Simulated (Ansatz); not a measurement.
The system is MgI2.

```xyz
3
Lattice="4.1400 0.0000 0.0000 -2.0700 3.5853 0.0000 0.0000 0.0000 6.8800" Properties=species:S:1:pos:R:3 pbc="T T T"
I     2.0700    1.1951    5.1600
I     0.0000    2.3902    1.7200
Mg    0.0000    0.0000    0.0000
```

Base run:

- Program: Ansatz 0.2.0
- Functional: LDA
- Potentials or basis: Ansatz PAW
- Cutoff: 420 eV
- Density cutoff: 1680 eV
- k mesh: 8 × 8 × 4
- Occupations: fermi-dirac, width 0.05 eV
- Spin: no spin polarisation

Its results: band gap on the k mesh 3.33 eV, indirect (least direct gap 3.37 eV); pressure -2.0 GPa; largest force 0.375 eV/Å.

The run is repeated on the same cell with these changes: functional from LDA to PBEsol. What comes out?

Band gap on the k mesh 3.44 eV, indirect (least direct gap 3.52 eV); pressure -0.8 GPa; largest force 0.295 eV/Å.

PBEsol binds less tightly than LDA, so the same cell stands under more pressure.

Caveats: spin-orbit coupling is left out, which moves the levels of the heavy elements; the cell's inner coordinates are idealised or old, which leaves forces on the atoms; the PAW data sets come from PBE, with cores solved anew for the run's functional, which leaves a small shift of forces and pressure; this functional lacks dispersion, which binds the layers, so the pressure and a relaxed spacing across them are unreliable (some runs).

Not every run made on this cell is shown here.
